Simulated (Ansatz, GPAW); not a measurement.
## TiC: programs and potentials compared

```xyz
2
Lattice="0.0000 2.1657 2.1657 2.1657 0.0000 2.1657 2.1657 2.1657 0.0000" Properties=species:S:1:pos:R:3 pbc="T T T"
Ti    0.0000    0.0000    0.0000
C     2.1657    2.1657    2.1657
```

The cell is a database's computed one, not the measured one.

Alike in all runs: task single point; functional PBE; k mesh 11 × 11 × 11; occupations gaussian, width 0.015 eV; no spin polarisation; no spin-orbit coupling. Pressure is positive in compression and, in plane waves, holds the error of the finite cutoff, which Ansatz's Pulay term estimates and takes out.

```csv
program and potentials,plane-wave cutoff (eV),notes,pressure (GPa)
"Ansatz, Ansatz PAW",420,Pulay term of +0.27 GPa included,0.28
"Ansatz, all-electron LAPW, scalar-relativistic",-,-,?
"GPAW, GPAW PAW data sets (gpaw-data 1.2.1)",800,-,0.93
```

Problem. Estimate from the other rows what the run with Ansatz, all-electron LAPW, scalar-relativistic gave.

Solution. Pressure 0.25 GPa. The other rows, which needn't bracket it: pressure 0.28 to 0.93.
